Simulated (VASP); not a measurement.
**AgCl (Chlorargyrite): single point with PBEsol+U**

**Measured values to compare with.**

From a printed reference work, data compilation, for a bulk crystal of AgCl: band gap 3.249 eV (indirect).

The system is AgCl (Chlorargyrite).

```
Ag Cl
1.0
     0.00000    2.73500    2.73500
     2.73500    0.00000    2.73500
     2.73500    2.73500    0.00000
Ag Cl
1 1
Direct
  0.00000 0.00000 0.00000
  0.50000 0.50000 0.50000
```

| Item | Value |
| --- | --- |
| Program | VASP 6.6.1 |
| Task | single point |
| Functional | PBEsol |
| Potentials or basis | VASP PAW PBE potentials, release 64 (Ag, Cl) |
| Cutoff | 520 eV |
| k mesh | 8 × 8 × 8 |
| Occupations | fermi-dirac, width 0.05 eV |
| Spin | no spin polarisation |
| Hubbard terms | Ag d U = 8.0 eV |
| Dipole correction | no |
| Further INCAR settings | ALGO = Normal; EDIFF = 1e-06; NBANDS = 16 |

```yaml
Pressure: -2.0 GPa
Band_gap_on_the_k_mesh: 2.22 eV, indirect (least direct gap 3.46 eV)
```

Levels at points of the mesh, in eV from the valence-band top:
| k point | band 6 | band 7 | band 8 | band 9 | band 10 | band 11 | band 12 | band 13 |
| --- | --- | --- | --- | --- | --- | --- | --- | --- |
| (0.00, 0.00, 0.00) | -4.27 | -1.25 | -1.25 | -1.25 | 2.22 | 11.44 | 11.44 | 11.44 |
| (0.50, 0.00, 0.00) | -3.98 | -2.79 | 0.00 | 0.00 | 5.35 | 8.14 | 8.91 | 8.91 |
| (0.50, 0.50, 0.00) | -3.80 | -3.40 | -2.03 | -2.03 | 3.72 | 8.44 | 10.00 | 13.06 |

Eigenvalues of the final occupation matrices:
```tsv
site	spin	trace	eigenvalues
site 1 d	1	4.87	0.97 0.97 0.97 0.99 0.99
site 1 d	2	4.87	0.97 0.97 0.97 0.99 0.99
```

Run time: 12 s on 1 thread of AMD EPYC 9R14 (Zen 4), with other jobs on the host, peak memory 0.14 GiB.

Measured gap of AgCl: 3.249 eV (indirect; a printed reference work, data compilation). This calculation gives 2.22 eV (-1.03 eV). Spin-orbit coupling on Ag is left out. The value is that of PBEsol+U on a finite k mesh, which can miss the band edges, without temperature or zero-point motion.

Caveat: the PAW data sets were made with another functional, which shifts forces and pressure a little.
